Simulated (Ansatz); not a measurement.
# C (diamond type): the dielectric function from several functionals, part 1 of 2

How does C (diamond type) absorb light if electrons and holes don't interact? Plan: HSE06 for the gap; optics with PBE on 10×10×10; optics with r2SCAN on 10×10×10; optics with PBE and scissors to the HSE06 gap on 10×10×10.

Method: plane waves, PAW; no local fields, no excitons, in Ansatz 0.2.0.

**1. The structure to begin with**

Symmetry: Fd-3m, No. 227, cubic system. Conventional cell: a = 3.560 Å, b = 3.560 Å, c = 3.560 Å, α = 90.00°, β = 90.00°, γ = 90.00°. Around C (site symmetry -43m) lie 4 C at 1.54 Å.

Structure file:

```
C
1.0
     0.00000    1.78012    1.78012
     1.78012    0.00000    1.78012
     1.78012    1.78012    0.00000
C
2
Direct
  0.00000 0.00000 0.00000
  0.25000 0.25000 0.25000
```

Cell and atoms come from an earlier r2SCAN relaxation.

**2. The gap to aim at**

input.yaml

```yaml
crystal:
  lattice:
    - [0.0, 1.7801241411, 1.7801241411]
    - [1.7801241411, 0.0, 1.7801241411]
    - [1.7801241411, 1.7801241411, 0.0]
  atoms:
    - { symbol: C, position: [0.0, 0.0, 0.0] }
    - { symbol: C, position: [0.25, 0.25, 0.25] }
kpoints:
  mp_grid: { grid: [6, 6, 6] }
  band_path:
    path:
      - [0.0, 0.0, 0.0]
      - [0.5, 0.0, 0.5]
      - [0.625, 0.25, 0.625]
      - [0.375, 0.375, 0.75]
      - [0.5, 0.5, 0.5]
      - [0.5, 0.25, 0.75]
      - [0.0, 0.363281, 0.363281]
    npoints: 1
hamiltonian:
  xc: hse06
scf:
  occupations: { method: fixed }
  n_extra_bands: 4
output:
  forces: true
  stress: true
  eigenvalues: true
```

Launch:

```bash
$ ansatz run input.yaml --threads 4 --pin off --max-ram 3686MiB --backend cpu --events-out ev --progress --plain --runs-dir out
```

Output (excerpt; [...] marks lines left out):

```text
Warning: output.stress: scf.convergence.dr2_threshold = 1e-7 eV (the SCF's general default) is looser than the 2e-10 eV advised for a printed stress (1e-10 eV for each atom of the cell: 2). What an SCF threshold leaves in a stress goes as its square root, and in the free energy as the [...]
Warning: output.stress: scf.exx.energy_threshold = 1e-6 eV is looser than the 2e-8 eV advised for a stress under a hybrid functional (1e-8 eV for each atom of the cell: 2). Every SCF of the exchange loop can meet its threshold on dr2 while the loop round them stops early: no threshold on [...]
Warning: RAYON_NUM_THREADS=4 ignored (pool sized by the plan → 4); use --threads N
scf.n_extra_bands = 4 over 4 filled bands (N_el = 8.0): the run solves 8 bands
[...]
Pseudopotentials: kind: paw
Pseudopotential: C, paw, valence charge 4, recommended cutoff 420 eV (normal), C.paw.azcp
Functional definition: HSE06
[...]
davidson cushion auto → on  (no smearing: the cushion is to keep the highest requested band from converging to the state above it; pin scf.eigensolver.cushion to override)
Crystal: 2 atoms, lattice volume = 11.282 Å³
Basis set: ecut = 420 eV, 229 PW (Γ), exchange–correlation on 36×36×36 points (8 copies of the dense FFT grid, shifted against one another)
Bands: 8, of which v1, the nominal top of the filled ones, is band 4 counted from 1 (3 counted from 0)
Symmetry: 48 space group operations
Space group: Fd-3m (ITA 227), of the structure as read, at distance tolerance 2.2e-5 Å
k-points: 16 of 216
[...]
SCF iter   1: F=—  HF=-501.604548 eV  |F-HF|=—  |Δ(HF+E_count)|=         —  Δρ=1.72e-3  dr2=9.37e-5  ethr=1.77e-3  ⟨swp⟩=2.0  Hψ=913  notcnv=0
[...]
SCF 1 stopped early in 2 iterations: F = -501.604737 eV  dr2 = 1.57e-5
[...]
Frozen-core exchange: fock
[...]
SCF 2 stopped early in 5 iterations: F = -501.756549 eV  dr2 = 3.55e-7
hybrid outer 1: dexx = +1.996e-3 eV, tail = 9.78e-6 eV
[...]
Frozen-core exchange: fock
[...]
SCF iter   3: F=-501.756592 eV  HF=-501.756592 eV  |F-HF|=3.48e-9  |Δ(HF+E_count)|=   9.53e-8  Δρ=8.99e-6  dr2=5.21e-9  ethr=5.13e-11  ⟨swp⟩=3.1  Hψ=451  notcnv=0
[...]
hybrid outer 2: dexx = +1.657e-7 eV, tail = 1.51e-8 eV, Δε = 2.95e-3 eV (about 1.16e-4 eV left of the loop's levels)
NSCF: frozen V_eff on 7 k-points
hybrid SCF converged: 2 outer / 8 inner (+2 warm-up), last move |dexx| = 1.66e-7 eV, tail = 1.51e-8 eV
Stability not checked: this state was not tested for a lower state beside it, because the functional holds exact exchange (a hybrid, or Hartree-Fock), whose exchange loop this test does not read (fock_operator; see scf.lower_state_search)
Free energy (F): -501.756592 eV
Frozen-core exchange: fock
[...]
E sigma→0 (E₀):  -501.756592 eV
Fermi energy:    12.793867 eV
[...]
--- Forces (eV/Å), atoms counted from 1 ---
  atom   1  C      0.00000000    -0.00000000     0.00000000
  atom   2  C      0.00000000     0.00000000    -0.00000000
[...]
--- Stress (GPa, compression-positive) ---
       -5.728709       0.000000      -0.000000
        0.000000      -5.728709       0.000000
        0.000000      -0.000000      -5.728709
  P = ⅓ Tr σ = -5.7287 GPa (-57.287 kbar)
--- Band table (eV; the first three rows and the last of 16) ---
  k-point 0: bands = ["-10.8098", "12.7939", "12.7939", "12.7939", "19.7929", "19.7929", "19.7929", "28.1483"]
[...]
```

Wall time 2.8 s (4 threads of Arm Neoverse V2, shared host); peak memory 0.36 GiB.

HSE06 puts the least direct gap over the mesh and the named points at 6.999 eV, and the least gap at 5.305 eV.

**3. Optics, PBE**

input.yaml

```yaml
crystal:
  lattice:
    - [0.0, 1.7801241411, 1.7801241411]
    - [1.7801241411, 0.0, 1.7801241411]
    - [1.7801241411, 1.7801241411, 0.0]
  atoms:
    - { symbol: C, position: [0.0, 0.0, 0.0] }
    - { symbol: C, position: [0.25, 0.25, 0.25] }
kpoints:
  mp_grid: { grid: [10, 10, 10] }
hamiltonian:
  xc: pbe
scf:
  occupations: { method: fixed }
output:
  optics:
    e_range: [0, 18]
    de: 0.05
    sigma: 0.1
    bands: { spectra_wanted_up_to: 18 }
```

Launch:

```bash
$ ansatz run input.yaml --threads 4 --pin off --max-ram 3686MiB --backend cpu --events-out ev --progress --plain --runs-dir out
```

Output:

```text
Warning: RAYON_NUM_THREADS=4 ignored (pool sized by the plan → 4); use --threads N
Engine: ansatz 0.2.0, aarch64-unknown-linux-gnu
Pseudopotentials: kind: paw
Pseudopotential: C, paw, valence charge 4, recommended cutoff 420 eV (normal), C.paw.azcp
Functional definition: PBE
  parameter kappa = 0.804
  parameter beta = 0.06672455060314922
  exchange = pbe_x(kappa = kappa, mu = beta*pi^2/3)
  correlation = pbe_c(beta = beta)
Crystal: 2 atoms, lattice volume = 11.282 Å³
Basis set: ecut = 420 eV, 229 PW (Γ)
Bands: 8, of which v1, the nominal top of the filled ones, is band 4 counted from 1 (3 counted from 0)
Symmetry: 48 space group operations
Space group: Fd-3m (ITA 227), of the structure as read, at distance tolerance 2.2e-5 Å
k-points: 47 of 1000
Non-local potential: C, projectors of the file, l = 0: 2, l = 1: 2, l = 2: 1
PAW form: soft (Blöchl's): semilocal exchange-correlation on the pseudo side does not see the compensation charge
PAW one-centre angular grid: C, 110 points (default); XC on 64 Gauss nodes
Initial density: superposition of atomic densities (neutral atoms: chi_scale 0, normalization atom), corrected by the library's trained network
Initial wavefunctions: pseudopotential atomic-orbital guess
Functional: x = pbe(κ = 0.804, μ = 0.2195149727645171), c = pbe(β = 0.06672455060314922)
SCF iter   1: F=—  HF=-501.614263 eV  |F-HF|=—  |Δ(HF+E_count)|=         —  Δρ=1.73e-3  dr2=7.72e-5  ethr=1.77e-3  ⟨swp⟩=3.9  Hψ=2240  notcnv=0  defer=69
preconditioner: auto → none  [insulator: Δε(μ)=4.198 eV  Ē_g=19.712 eV  n_scr=0 (ndim 8)  ℏωp=31.3 eV  f_vac=0.000  ε∞_Penn≈3.5]
SCF iter   2: F=—  HF=-501.614305 eV  |F-HF|=—  |Δ(HF+E_count)|=   4.18e-5  Δρ=8.73e-4  dr2=1.81e-5  ethr=9.65e-7  ⟨swp⟩=2.1  Hψ=982  notcnv=0  defer=81
SCF iter   3: F=—  HF=-501.614362 eV  |F-HF|=—  |Δ(HF+E_count)|=   5.71e-5  Δρ=8.66e-5  dr2=6.16e-7  ethr=2.26e-7  ⟨swp⟩=2.2  Hψ=603  notcnv=0  defer=71
SCF iter   4: F=—  HF=-501.614362 eV  |F-HF|=—  |Δ(HF+E_count)|=   2.29e-7  Δρ=1.45e-5  dr2=6.89e-9  ethr=7.70e-9  ⟨swp⟩=2.6  Hψ=570  notcnv=0
SCF iter   5: F=—  HF=-501.614362 eV  |F-HF|=—  |Δ(HF+E_count)|=   1.36e-8  Δρ=2.64e-6  dr2=3.10e-10  ethr=8.62e-11  ⟨swp⟩=2.4  Hψ=547  notcnv=0
SCF iter   6: F=—  HF=-501.614362 eV  |F-HF|=—  |Δ(HF+E_count)|=  5.13e-10  Δρ=6.89e-7  dr2=3.39e-11  ethr=3.87e-12  ⟨swp⟩=2.3  Hψ=533  notcnv=0
SCF iter   7: F=-501.614362 eV  HF=-501.614362 eV  |F-HF|=1.14e-13  |Δ(HF+E_count)|=  2.27e-12  Δρ=8.07e-8  dr2=5.04e-13  ethr=1.00e-12  ⟨swp⟩=3.5  Hψ=1357  notcnv=0
SCF 1 converged in 7 iterations: F = -501.614362 eV  dr2 = 5.04e-13
NSCF: frozen V_eff on 47 k-points
Optics k sum: 0 of 47 k-points
[...]
NSCF: frozen V_eff on 1 k-points
NSCF: frozen V_eff on 1 k-points
output.optics: what the bands over the 12 summed would add to eps1, eps2 and the energy-loss function is held between a lower and an upper bound (4 Lanczos steps). eps1, eps2 and their loss function (loss_summed_bands) are given on every row as the summed bands alone make them. Along an axis, on a row where the two bounds hold the loss function to about 1 % of the greater of itself and 0.5 % of |1/eps|, its cell (loss_completed) is given, with the completed eps1 and eps2 that it is formed of (a cell that is left empty reads nan in the table and null in the record). The two bounds hold it so along every axis on all 361 rows up to 18.000 eV. The run works to bound the rows up to 18.000 eV and no higher ones: a peak of the loss function over that energy may be left empty with no warning. To have the run work for it, set output.optics.bands.spectra_wanted_up_to to a higher energy. perfect_screening_sum, loss_f_sum_n_eff and, beside carriers, perfect_screening_limit are those of loss_summed_bands: over the bounded function the two sums would run over rows that are not all bounded, and lack what the bands left out lay past the top of the energy grid. Bounded is said of the bands left out alone, which are those that the basis at basis.ecutwfc holds: it says nothing of that cutoff, of the k-point mesh, of what the sum inside its cells errs by (eps2_relative_error), of the factors of all_electron_strengths, nor of how far the SCF is converged. The bands left out are taken at the k-points, and what their mean over the points' cells stands off that by is in neither bound: the run's estimate of it, which the test of a row counts in, is 0.03 % of |eps| at the most among the values given; where the mean stood off by over 0.5 % the points' spread read 0.1 to 3 times that
SCF converged after 7 iterations
Free energy (F): -501.614362 eV
Harris-Foulkes:  -501.614362 eV  (|F-HF|=1.14e-13)
Internal energy: -501.614362 eV  (E = F + TS)
E sigma→0 (E₀):  -501.614362 eV
Fermi energy:    13.415101 eV
--- Per-component energies (eV) ---
  E_band       = 35.227836
  E_kinetic    = 184.913269
  E_local      = -122.002598  (includes V_loc(G=0)·N_el)
  E_nonlocal   = 53.384659
  E_hartree    = 26.692515
  E_xc         = -97.529146
  E_vxc        = -121.085525  (∫ρ·V_xc dr)
  E_paw        = -198.477245  (= ΣΔE_a)
  E_vpaw       = -13.367021  (= ΣTr[D̂ρ^β])
  E_aug_tail   = 0.000017  (compensation charges beyond the density's cutoff)
  E_ewald      = -348.595832
  E_smearing   = -0.000000  (= −TS)
  E_closure    = 0.000000  (closes the sum)
  Σ components = -501.614362   (vs F -501.614362, Δ=0.00e0)
--- Band table (eV; the first three rows and the last of 47) ---
  k-point 0: bands = ["-8.1373", "13.4151", "13.4151", "13.4151", "19.0243", "19.0243", "19.0243", "26.8181"]
  k-point 1: bands = ["-7.8596", "11.7307", "12.9654", "12.9654", "19.6141", "19.6141", "19.9760", "27.0517"]
  k-point 2: bands = ["-7.0314", "8.5131", "12.0818", "12.0818", "20.7506", "20.7506", "21.1938", "27.7001"]
  k-point 46: bands = ["1.3066", "1.3066", "5.2422", "5.2422", "22.8210", "22.8210", "26.9635", "26.9635"]
```

It took 1.1 s on 4 threads of Arm Neoverse V2, shared host; peak memory 0.43 GiB.

optics.tsv begins:

```
# eps_inf(xx yy zz) = 5.949238 5.949238 5.949238
# eps_inf_bands = all
# eps_inf_summed_bands(xx yy zz) = 5.910499 5.910499 5.910499
# eps_inf_completed(xx yy zz) = 5.949238 5.949238 5.949238
# eps2_relative_error = 0.0025
# eps_inf_relative_error = 0.0045
# f_sum_n_eff(xx yy zz) = 6.785681 6.785681 6.785681 of n_electrons = 8.000000
# n_bands = 12
# n_bands_set_by = photon_energy
# valid_up_to_ev = 26.567843
# least_direct_gap_ev = 5.609159e0 at k(fractional) = 0.000000 0.000000 0.000000, k_point = 0, channel = 0, bands = 3 4 (counted from 0)
```

The dielectric function from optics.tsv (isotropic), one row in 9 (narrow peaks fall between the rows):

```tsv
E (eV)	ε₂ xx	ε₁ xx
5.40	0.00	8.46
5.85	1.49	9.46
6.30	2.34	9.13
6.75	2.85	8.94
7.20	3.24	8.87
7.65	3.63	8.91
8.10	4.04	9.04
8.55	4.54	9.27
9.00	5.15	9.63
9.45	5.92	10.14
9.90	7.03	10.92
10.35	8.85	12.34
10.80	13.22	15.84
11.25	30.53	-1.56
11.70	15.32	-5.75
12.15	11.05	-5.38
12.60	8.70	-4.76
13.05	7.19	-4.19
13.50	6.25	-3.61
13.95	5.70	-3.29
14.40	5.26	-3.21
14.85	4.54	-3.38
15.30	4.14	-3.02
15.75	3.70	-3.08
16.20	3.19	-2.95
16.65	2.77	-2.77
17.10	2.42	-2.57
17.55	2.12	-2.38
18.00	1.85	-2.20
```

Tallest peaks of ε₂: 33.9 at 11.15 eV.

(Continued in part 2 of 2.)
